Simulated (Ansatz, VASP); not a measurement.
## NiO: VASP beside Ansatz

Contents of INCAR:

```
SYSTEM = NiO
ALGO = Normal
EDIFF = 1E-7
ENCUT = 520
GGA = PE
ISIF = 2
ISMEAR = -1
ISPIN = 2
LASPH = .True.
LCHARG = .False.
LMAXMIX = 4
LORBIT = 11
LREAL = .False.
LWAVE = .False.
MAGMOM = 1 0
NBANDS = 19
NELM = 120
PREC = Accurate
SIGMA = 0.05
```

Contents of KPOINTS:

```
k-points
0
Gamma
  11 11 11
  0 0 0
```

The input POSCAR:

```
NiO
1.0
    0.0000000000      2.1188298964      2.1188298964
    2.1188298964      0.0000000000      2.1188298964
    2.1188298964      2.1188298964      0.0000000000
Ni O
1 1
Direct
    0.0000000000      0.0000000000      0.0000000000
    0.5000000000      0.5000000000      0.5000000000
```

Contents of input.yaml:

```yaml
crystal:
  lattice:
    - [0.0, 2.1188298964, 2.1188298964]
    - [2.1188298964, 0.0, 2.1188298964]
    - [2.1188298964, 2.1188298964, 0.0]
  atoms:
    - { symbol: Ni, position: [0.0, 0.0, 0.0], spin: 1.0 }
    - { symbol: O, position: [0.5, 0.5, 0.5] }
hamiltonian:
  xc: pbe
  pseudopotentials: { kind: paw }
magnetization:
  spin_polarized: true
kpoints:
  mp_grid: { grid: [11, 11, 11] }
scf:
  occupations: { method: fermi_dirac, width: 0.05 }
output:
  forces: true
  stress: true
  eigenvalues: true
```

Change from the starting cell: volume scaled by 1.04.

Alike in both runs: task single point; functional PBE; k mesh 11 × 11 × 11; occupations fermi-dirac, width 0.05 eV; collinear spin, ferromagnetic start.

|  | VASP | Ansatz |
| --- | --- | --- |
| version | VASP 6.6.1 | Ansatz 0.2.0 |
| potentials or method | VASP PAW PBE potentials, release 64 (Ni, O) | Ansatz PAW |
| plane-wave cutoff (eV) | 520 | 420 |
| valence electrons in the cell | 16 | 24 |

Ansatz gave:

| Item | Value |
| --- | --- |
| gap on the k mesh at the Fermi level (eV) | none |
| pressure (GPa) | -2.4 |
| net moment per atom (μB) | 0.92 |
| size of the moment on the site where the two differ most (μB) | 0.30 |

What did VASP give for the same quantities?

gap on the k mesh at the Fermi level (eV): none; pressure (GPa): -2.8; net moment per atom (μB): 0.91; size of the moment on the site where the two differ most (μB): 0.28.

Site moments also hang on the region over which each program counts them. A gap of «none» marks a metal or a gap that the smearing closes. The two sets of potentials don't hold the same shells in valence.

Caveats: a cell with one magnetic atom can't hold antiferromagnetic order, which such compounds often take; semilocal functionals often make such compounds metallic where correlation or magnetic order opens a gap, which also shifts bond lengths; the pressure holds a Pulay correction of +0.7 GPa for the finite cutoff (Ansatz).
